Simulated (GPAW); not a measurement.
A calculation with GPAW 26.7.0 of FePt (Tetraferroplatinum) (ASE script, structure typed inline):

File run.py:

```python
from ase import Atoms
from ase.dft.bandgap import bandgap
from ase.io import write
from ase.units import Bohr, GPa
from gpaw import GPAW, PW
from gpaw.elf import elf_from_dft_calculation

atoms = Atoms(['Pt', 'Fe'],
              cell=[[2.7235, 0.0, 0.0],
                    [0.0, 2.7235, 0.0],
                    [0.0, 0.0, 3.72]],
              scaled_positions=[[0.5, 0.5, 0.5],
                                [0.0, 0.0, 0.0]],
              pbc=True)
atoms.set_initial_magnetic_moments([0.0, 3.0])

calc = GPAW(mode=PW(600),
            xc='PBE',
            kpts={'size': (10, 10, 7), 'gamma': True},
            occupations={'name': 'fermi-dirac', 'width': 0.05},
            nbands=24,
            convergence={'density': 1e-05, 'energy': 1e-05},
            maxiter=150,
            txt='gpaw.txt')
atoms.calc = calc
energy = atoms.get_potential_energy()
forces = atoms.get_forces()
stress = atoms.get_stress()
calc.write('gs.gpw')
write('result.traj', atoms)
print(f'Energy: {energy:.6f} eV')
print('Forces (eV/A):')
print(forces.round(4))
print('Stress (GPa):', (stress / GPa).round(3))
print('Moments:', calc.get_magnetic_moments().round(3))
print('Fermi level:', round(calc.get_fermi_level(), 4), 'eV')
print(f'Gap: {bandgap(calc)[0]:.4f} eV, direct: {bandgap(calc, direct=True)[0]:.4f} eV')

# fields on the real-space grid
write('density.cube', atoms, data=calc.get_pseudo_density() * Bohr**3)
write('potential.cube', atoms, data=calc.get_electrostatic_potential())
write('spin.cube', atoms, data=(calc.get_pseudo_density(spin=0) - calc.get_pseudo_density(spin=1)) * Bohr**3)
write('elf.cube', atoms, data=elf_from_dft_calculation(calc).data)
```

Potentials or basis: GPAW PAW data sets (gpaw-data 1.2.1), pw.

The run is started by

```bash
$ OMP_NUM_THREADS=1 python run.py
```

Q: Write the same calculation in another form: native input, structure from a POSCAR.

A: As run:

The input run.py:

```python
from ase.io import read
from gpaw import PW
from gpaw.dft import DFT

atoms = read('POSCAR')
atoms.set_initial_magnetic_moments([0.0, 3.0])

dft = DFT(atoms,
          mode=PW(600),
          xc='PBE',
          kpts={'size': (10, 10, 7), 'gamma': True},
          occupations={'name': 'fermi-dirac', 'width': 0.05},
          nbands=24,
          convergence={'density': 1e-05, 'energy': 1e-05},
          maxiter=150,
          txt='gpaw.txt')
print(f'Energy: {dft.calculate_energy():.6f} eV')
print('Forces (eV/A):')
print(dft.calculate_forces().round(4))
print('Stress (eV/A^3):', dft.calculate_stress().round(6))
print('Moments:', dft.magmoms()[1].round(3))
dft.write_gpw_file('gs.gpw')
```

File POSCAR:

```
FePt
1.0
    2.7235000000      0.0000000000      0.0000000000
    0.0000000000      2.7235000000      0.0000000000
    0.0000000000      0.0000000000      3.7200000000
Pt Fe
1 1
Direct
    0.5000000000      0.5000000000      0.5000000000
    0.0000000000      0.0000000000      0.0000000000
```

Potentials or basis: GPAW PAW data sets (gpaw-data 1.2.1), pw.

The run is started by

```sh
$ OMP_NUM_THREADS=1 python run.py
```

Both were run:

|  | ASE script, structure typed inline | native input, structure from a POSCAR |
| --- | --- | --- |
| Pressure | 4.0 GPa | 4.0 GPa |
| Band gap on the k mesh | none (metal or under the smearing width) | none (metal or under the smearing width) |
| Net moment | 3.28 μB per cell | 3.28 μB per cell |
| Site moments | Pt +0.38; Fe +2.89 μB | Pt +0.38; Fe +2.89 μB |

Keys that steer only the numerical path or the files written may differ.
